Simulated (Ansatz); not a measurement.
Theory: Ansatz 0.2.0, DFT LDA, scalar-relativistic, plane waves, PAW.

Plane waves to 420 eV, a k mesh through Γ of 8×8×6 on the computed 4-atom cell and Gaussian smearing (0.02 eV); no spin polarisation.

```
CELL_PARAMETERS angstrom
3.93263 0.00000 0.00000
0.00000 3.93263 0.00000
0.00000 0.00000 5.99374
ATOMIC_POSITIONS crystal
Zn 0.00000 0.00000 0.00000
Zn 0.50000 0.50000 0.00000
Se 0.00000 0.50000 0.23230
Se 0.50000 0.00000 0.76770
```

Problem. Is this geometry at equilibrium? Which atom feels the largest force?

Solution. It isn't. Atom 3 (Se) feels (0.00, 0.00, 1.25) eV/Å, 1.246 eV/Å in size, and symmetry-related atoms feel the same size.

Problem. Give all forces and the stress.

Solution.
| atom | Fx | Fy | Fz |
| --- | --- | --- | --- |
| Zn1 | 0.000 | 0.000 | 0.000 |
| Zn2 | 0.000 | 0.000 | 0.000 |
| Se3 | 0.000 | 0.000 | 1.246 |
| Se4 | 0.000 | 0.000 | -1.246 |
Stress (GPa, compression positive):
```
4.23 0.00 0.00
0.00 4.23 0.00
0.00 0.00 4.84
```

The cell holds layers, and where no dispersion correction was added their binding is poorly described.

This form isn't the usual stable structure of the compound.